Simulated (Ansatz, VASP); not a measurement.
One calculation of GaAs, two programs

```
Ga As
1.0
     9.00000    0.00000    0.00000
     0.00000    9.30000    0.00000
     0.00000    0.00000    4.71949
Ga As
1 1
Direct
  0.50000 0.50000 0.98247
  0.50000 0.50000 0.48253
```

Alike in both runs: functional PBE; k mesh 1 × 1 × 15; occupations gaussian, width 0.05 eV; collinear spin.

Ansatz relaxed the structure, and its values are those at the end. VASP's run is a single point on that final structure, the one shown.

|  | VASP | Ansatz |
| --- | --- | --- |
| version | VASP 6.6.1 | Ansatz 0.2.0 |
| potentials or method | VASP PAW PBE potentials, release 64 (Ga_d, As) | scalar-relativistic, plane waves, PAW |
| plane-wave cutoff (eV) | 520 | 420 |
| valence electrons in the cell | 18 | 28 |

Ansatz gave:

* gap on the k mesh at the Fermi level (eV): none
* net moment per atom (μB): 0.33
* size of the moment on the site where the two differ most (μB): 0.25

**Question.** What did VASP give for the same quantities?

**Answer.** gap on the k mesh at the Fermi level (eV): none; net moment per atom (μB): 0.33; size of the moment on the site where the two differ most (μB): 0.29.

Site moments also hang on the region over which each program counts them. A gap of «none» marks a metal or a gap that the smearing closes. The two sets of potentials don't hold the same shells in valence. Ansatz warned: «xc_potential_rough_in_thin_density».
